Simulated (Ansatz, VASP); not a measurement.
# NaCl: VASP beside Ansatz

```xyz
2
Lattice="0.0000 2.8027 2.8027 2.8949 0.0000 2.8027 2.8949 2.8027 0.0000" Properties=species:S:1:pos:R:3 pbc="T T T"
Na    0.0000    0.0000    0.0000
Cl    2.8949    2.8027    2.8027
```

Change from the starting cell: uniaxial_x strain +3.3%.

Alike in both runs: task single point; functional r2SCAN; k mesh 8 × 8 × 8; no spin polarisation.

|  | VASP | Ansatz |
| --- | --- | --- |
| version | VASP 6.6.1 | Ansatz 0.2.0 |
| potentials or method | VASP PAW PBE potentials, release 64 (Na_pv, Cl) | plane waves, PAW |
| plane-wave cutoff (eV) | 520 | 500 |
| occupations | gaussian, width 0.01 eV | fixed |
| valence electrons in the cell | 14 | 16 |

```tsv
	VASP	Ansatz	Ansatz less VASP
gap on the k mesh at the Fermi level (eV)	5.85	5.83	-0.023
pressure (GPa)	-1.0	-0.7	+0.24
largest component of the traceless stress (GPa)	0.82	0.81	-0.011
```

The two sets of potentials don't hold the same shells in valence.

Caveats: the PAW data sets were made with another functional, which shifts forces and pressure a little (VASP). A k mesh can miss the band edges.
